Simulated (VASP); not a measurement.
# Si in VASP: one cell, several levels of theory

Aim: gap, levels, forces and stress of Si (lonsdaleite), under -2.0 % strain along z alone at fixed geometry. Runs: PBE, r2SCAN. The results are then set beside those of Ansatz 0.2.0 for the same cell.

Code: VASP 6.6.1. PAW datasets, plane waves. Computed at 0 K without zero-point motion; spin polarisation is off.

### Step 1. The structure to begin with

The cell comes from an earlier relaxation with r2SCAN in another program, then strained, with the atoms relaxed again.

The symmetry is P6_3/mmc (No. 194, hexagonal); conventional cell a = 3.832 Å, c = 6.214 Å, 19.76 Å³ an atom. Si has 4 Si at 2.34 Å.

Structure file:

```cif
data_structure
_symmetry_space_group_name_H-M 'P6_3/mmc'
_symmetry_Int_Tables_number 194
_cell_length_a 3.8321
_cell_length_b 3.8321
_cell_length_c 6.2144
_cell_angle_alpha 90.000
_cell_angle_beta 90.000
_cell_angle_gamma 120.000
_cell_volume 79.03
loop_
_atom_site_label
_atom_site_type_symbol
_atom_site_symmetry_multiplicity
_atom_site_Wyckoff_symbol
_atom_site_fract_x
_atom_site_fract_y
_atom_site_fract_z
_atom_site_occupancy
Si1 Si 4 f 0.33333 0.66667 0.56177 1
```

### Step 2. Single point with PBE

File INCAR:

```
ENCUT = 520.000000
SIGMA = 0.020000
EDIFF = 1.00e-07
GGA = PE
PREC = Accurate
IBRION = -1
ISIF = 2
ISMEAR = -1
NBANDS = 16
NELM = 120
NSW = 0
LASPH = .TRUE.
LCHARG = .FALSE.
LWAVE = .FALSE.
LREAL = .FALSE.
```

File KPOINTS:

```
KPOINTS created by Atomic Simulation Environment
0
Gamma
12 12 4
0 0 0
```

File KPOINTS_OPT:

```
special points
7
Reciprocal
0.0000000000 0.0000000000 0.0000000000 1
0.5000000000 0.0000000000 0.0000000000 1
0.3333333333 0.3333333333 0.0000000000 1
0.0000000000 0.0000000000 0.5000000000 1
0.5000000000 0.0000000000 0.5000000000 1
0.3333333333 0.3333333333 0.5000000000 1
0.0000000000 0.5000000000 0.0000000000 1
```

File POSCAR:

```
Si
 1.0000000000000000
     3.8321295590073570    0.0000000000000000    0.0000000000000000
    -1.9160647795036785    3.3187215486936292    0.0000000000000000
     0.0000000000000000    0.0000000000000000    6.2143925231999999
 Si
   4
Cartesian
 -0.0000000000000000  2.2124810324624193 -0.0045121855187001
  1.9160647795036783  1.1062405162312097  3.1026840760812999
 -0.0000000000000000  2.2124810324624193  2.3349093817187008
  1.9160647795036783  1.1062405162312097  5.4421056433187003
```

The run uses the recommended PBE PAW datasets (16 valence electrons a neutral cell).

Started as:

```
$ mpirun -np 1 vasp_std
```

### Step 3. r2SCAN at this geometry

File INCAR:

```
ENCUT = 520.000000
SIGMA = 0.010000
EDIFF = 1.00e-07
ALGO = Normal
METAGGA = R2SCAN
PREC = Accurate
IBRION = -1
ISIF = 2
ISMEAR = 0
NBANDS = 16
NELM = 120
NSW = 0
LASPH = .TRUE.
LCHARG = .FALSE.
LWAVE = .FALSE.
LREAL = .FALSE.
```

KPOINTS is that of step 2.

KPOINTS_OPT is that of step 2.

POSCAR is that of step 2.

**Question.** What will these runs give? Wanted: for each run, gap; pressure; Ansatz: gap; Ansatz: pressure.

**Answer**, as computed:

| level | gap (eV) | pressure (GPa) | Ansatz: gap (eV) | Ansatz: pressure (GPa) |
| --- | --- | --- | --- | --- |
| PBE | 0.32 | 3.21 | 0.31 | 3.30 |
| r2SCAN | 0.51 | 1.86 | 0.49 | 2.10 |

What this shows: The gap runs from 0.32 eV (PBE) to 0.51 eV (r2SCAN). The pressure is highest with PBE (3.2 GPa) and lowest with r2SCAN (1.9 GPa), which orders the cells that they would relax to. The two programs agree on the gap within 0.03 eV, far less than the spread between functionals. Each program uses its own PAW datasets and cutoff.
